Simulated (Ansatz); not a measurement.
HfC: projected density of states with PBEsol+U

Crystal: HfC.

```
Hf C
1.0
     0.00000    2.32500    2.32500
     2.32500    0.00000    2.32500
     2.32500    2.32500    0.00000
Hf C
1 1
Direct
  0.50000 0.50000 0.50000
  0.00000 0.00000 0.00000
```

| Property | Result |
| --- | --- |
| Program | Ansatz 0.2.0 |
| Task | projected density of states |
| Functional | PBEsol |
| Potentials or basis | Ansatz PAW |
| Cutoff | 420 eV (not typed: the program's choice for these potentials) |
| k mesh | 10 × 10 × 10 |
| Occupations | fermi-dirac, width 0.05 eV |
| Spin | no spin polarisation |
| Hubbard terms | Hf d U = 1 eV |
| Hubbard projectors | ortho-atomic (the default) |
| Double counting | fll (the default) |

```json
{
  "Pressure": "-5.0 GPa",
  "Band gap on the k mesh": "none (metal or under the smearing width)",
  "Density of states at the Fermi level": "0.25 states/eV per cell"
}
```

Levels at points of the mesh, in eV from the Fermi level:
```
             k point  band 11  band 12  band 13  band 14  band 15  band 16  band 17  band 18  band 19  band 20
  (0.00, 0.00, 0.00)   -11.19   -11.19     0.99     0.99     0.99     1.38     1.38     1.38     3.28     3.28
 (0.00, 0.00, -0.50)   -11.19    -8.48    -6.24    -3.07    -3.07     5.29     5.29     5.70     6.36    11.30
(0.00, -0.50, -0.50)   -11.21   -10.42    -2.75    -1.78    -0.16    -0.16     5.21     6.73     6.73     8.15
```

States per cell in windows of 1 eV (zero at the Fermi level; states under -8 eV left out):
| from (eV) | total | Hf 5d | C 2p | Hf 6s | C 2s | Hf 5p | Hf 4f |
| --- | --- | --- | --- | --- | --- | --- | --- |
| -8.0 | 0.00 | 0.00 | 0.00 | 0.00 | 0.00 | 0.00 | 0.00 |
| -7.0 | 0.01 | 0.00 | 0.00 | 0.00 | 0.00 | 0.00 | 0.00 |
| -6.0 | 0.28 | 0.10 | 0.13 | 0.03 | 0.01 | 0.00 | 0.00 |
| -5.0 | 0.82 | 0.28 | 0.41 | 0.08 | 0.03 | 0.01 | 0.00 |
| -4.0 | 0.66 | 0.19 | 0.38 | 0.05 | 0.02 | 0.02 | 0.00 |
| -3.0 | 2.82 | 1.16 | 1.54 | 0.01 | 0.03 | 0.05 | 0.00 |
| -2.0 | 1.02 | 0.43 | 0.55 | 0.00 | 0.01 | 0.01 | 0.00 |
| -1.0 | 0.38 | 0.12 | 0.25 | 0.00 | 0.00 | 0.01 | 0.00 |
| 0.0 | 0.30 | 0.14 | 0.15 | 0.00 | 0.00 | 0.00 | 0.00 |
| 1.0 | 0.50 | 0.34 | 0.14 | 0.00 | 0.01 | 0.00 | 0.00 |
| 2.0 | 0.67 | 0.48 | 0.15 | 0.01 | 0.01 | 0.00 | 0.00 |
| 3.0 | 0.87 | 0.65 | 0.15 | 0.02 | 0.02 | 0.00 | 0.00 |
| 4.0 | 1.23 | 0.97 | 0.17 | 0.03 | 0.02 | 0.00 | 0.00 |
| 5.0 | 1.93 | 1.54 | 0.26 | 0.06 | 0.03 | 0.00 | 0.00 |
| 6.0 | 1.56 | 1.21 | 0.20 | 0.06 | 0.06 | 0.00 | 0.00 |
| 7.0 | 0.91 | 0.40 | 0.16 | 0.11 | 0.12 | 0.00 | 0.00 |

Eigenvalues of the final occupation matrices:
```csv
site,spin,trace,eigenvalues
site 1,1,1.42,0.24 0.24 0.24 0.35 0.35
```

It took 2.8 s on 2 threads of Arm Neoverse V2 (shared host), peak memory 0.31 GiB.

Caveat: U without spin polarisation on a metal has little footing; the PAW data sets come from PBE, with cores solved anew for the run's functional, which leaves a small shift of forces and pressure; the U is typed as a test and isn't derived for this compound. The run has no spin-orbit coupling, so splittings on Hf are missing.
